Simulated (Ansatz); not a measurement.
Space group F-43m (No. 216). a = 5.644 Å, b = 5.644 Å, c = 5.644 Å, α = 90.00°, β = 90.00°, γ = 90.00°
```json
{"atom": "Mn", "site": "4a", "symmetry": "-43m", "x": "0.0000", "y": "0.0000", "z": "0.0000"}
{"atom": "S", "site": "4c", "symmetry": "-43m", "x": "0.2500", "y": "0.2500", "z": "0.2500"}
```

Equation of state of this MnS structure (not necessarily the ground state), with shape and atoms relaxed at each volume where symmetry leaves them free. Method: DFT PBE, scalar-relativistic, plane waves, PAW in Ansatz.

Settings: cutoff 420 eV, Γ-centred mesh 14×14×14 on the computed 2-atom cell, Gaussian smearing of 0.10 eV; collinear spin.

```tsv
V (Å³/atom)	E − E(largest V) (meV/atom)	P (GPa)	gap on mesh (eV)
19.782	10.47	4.87	0.00
20.456	-7.82	3.85	0.00
21.131	-21.57	2.59	0.00
21.805	-30.23	1.36	0.00
22.479	-33.69	-0.04	0.00
23.154	-30.78	-1.54	0.00
23.828	-21.43	-2.97	0.24
24.727	0.00	-4.62	0.41
```

Problem. Fit a third-order Birch–Murnaghan equation to E(V).

Solution. V0 = 22.49 Å³/atom, B0 = 48 GPa, B0' = -2.1. B0' is unusual or poorly fixed by this range.

The cell holds one magnetic atom, so it can only be ferromagnetic; an antiferromagnetic order may lie lower.

This zinc-blende form isn't the usual stable structure of the compound.